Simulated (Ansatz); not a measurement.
# FeS2: the cell at several levels of theory

One table from this session's results is given with a row withheld; the runs are named, their logs left out.

Program: Ansatz 0.2.0. PAW datasets, plane waves, zero pressure. (Simulation; spin polarisation is off.)

## The cell

The symmetry is Pnnm (No. 58, orthorhombic); conventional cell a = 4.426 Å, b = 5.397 Å, c = 3.378 Å, 13.44 Å³ an atom. Around Fe lie 6 S at 2.23–2.25 Å; around S lie 1 S at 2.21 Å and 3 Fe at 2.23–2.25 Å.

Coordinates:

```xyz
6
Lattice="4.4256 0.0000 0.0000 0.0000 5.3965 0.0000 0.0000 0.0000 3.3777" Properties=species:S:1:pos:R:3 pbc="T T T"
Fe    2.2128    2.6983    1.6888
Fe    0.0000    0.0000    0.0000
S     1.3259    4.7391    1.6888
S     3.0997    0.6574    1.6888
S     0.8869    2.0409    0.0000
S     3.5387    3.3556    0.0000
```

The first run:

Input file input.yaml:

```yaml
crystal:
  lattice:
    - [4.42562487, 0.0, 0.0]
    - [0.0, 5.39652822, 0.0]
    - [0.0, 0.0, 3.37769817]
  atoms:
    - { symbol: Fe, position: [0.5, 0.5, 0.5] }
    - { symbol: Fe, position: [0.0, 0.0, 0.0] }
    - { symbol: S, position: [0.29959281, 0.87818467, 0.5] }
    - { symbol: S, position: [0.70040719, 0.12181533, 0.5] }
    - { symbol: S, position: [0.20040719, 0.37818467, 0.0] }
    - { symbol: S, position: [0.79959281, 0.62181533, 0.0] }
kpoints:
  mp_grid: { grid: [6, 4, 8] }
hamiltonian:
  xc: pbe
scf:
  occupations: { method: fermi_dirac, width: 0.02 }
relax:
  f_tol: 0.005
  cell: {}
```

Run with:

```bash
> ansatz run input.yaml --threads 4 --pin off --max-ram 7372MiB --backend cpu --events-out ev --progress --plain --runs-dir out
```

Steps of the session up to this table: PBE: cell and atoms; Relaxation with r2SCAN; Relaxing with PBEsol; Relaxation with LDA.

One of the session's tables, all rows but one given; the rest of the session is left out.

```
 level  a (Å)  b (Å)  c (Å)  volume (Å³/atom)
   PBE  4.439  5.410  3.390            13.565
r2SCAN  4.431  5.401  3.379            13.477
PBEsol      ?      ?      ?                 ?
   LDA  4.335  5.294  3.320            12.699
```

**Question.** Estimate the row for PBEsol.

**Answer.** a (Å): 4.368; b (Å): 5.333; c (Å): 3.344; volume (Å³/atom): 12.983. In the column «a (Å)» it lies between LDA (4.335) and r2SCAN (4.431).
